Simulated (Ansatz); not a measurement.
Write the native input for Ansatz 0.2.0 that does the following.

| Property | Result |
| --- | --- |
| Task | projected density of states |
| Functional | revPBE |
| Potentials or basis | Ansatz PAW |
| Cutoff | 420 eV (not typed: the program's choice for these potentials) |
| k mesh | 5 × 5 × 5 |
| Occupations | fermi-dirac, width 0.05 eV |
| Spin | no spin polarisation |

Li2S:

```xyz
3
Lattice="0.0000 2.8445 2.8445 2.8445 0.0000 2.8445 2.8445 2.8445 0.0000" Properties=species:S:1:pos:R:3 pbc="T T T"
S     0.0000    0.0000    0.0000
Li    4.2668    4.2668    4.2668
Li    1.4223    1.4223    1.4223
```

These files were run (other wordings do the same):

input.yaml

```yaml
crystal:
  lattice:
    - [0.0, 2.8445, 2.8445]
    - [2.8445, 0.0, 2.8445]
    - [2.8445, 2.8445, 0.0]
  atoms:
    - { symbol: S, position: [0.0, 0.0, 0.0] }
    - { symbol: Li, position: [0.75, 0.75, 0.75] }
    - { symbol: Li, position: [0.25, 0.25, 0.25] }
hamiltonian:
  xc: revpbe
  pseudopotentials: { kind: paw }
kpoints:
  mp_grid: { grid: [5, 5, 5] }
scf:
  occupations: { method: fermi_dirac, width: 0.05 }
  n_extra_bands: 7
output:
  forces: true
  stress: true
  eigenvalues: true
  dos: { projected: true, de: 0.05, nscf_kmesh: { grid: [8, 8, 8] } }
  write_density: true
  write_potential: true
  elf: true
  volumetric_format: npy
```

Potentials or basis: Ansatz PAW.

Command:

```sh
$ ansatz run input.yaml --threads 2 --pin off --max-ram 5632MiB --backend cpu --events-out ev --progress --plain --runs-dir out
```

It gave:

```yaml
Pressure: 1.9 GPa
Band_gap_on_the_k_mesh: 3.79 eV, indirect (least direct gap 4.42 eV)
```

Caveat: odd divisions of the mesh miss points on the zone boundary, where band edges often lie, so the gap on the mesh can be too wide; the PAW data sets come from PBE, with cores solved anew for the run's functional, which leaves a small shift of forces and pressure; the density of states is complete only up to the lowest level of the last band computed.

It took 0.94 s on 2 threads of Arm Neoverse V1, with other jobs on the host, peak memory 0.27 GiB.
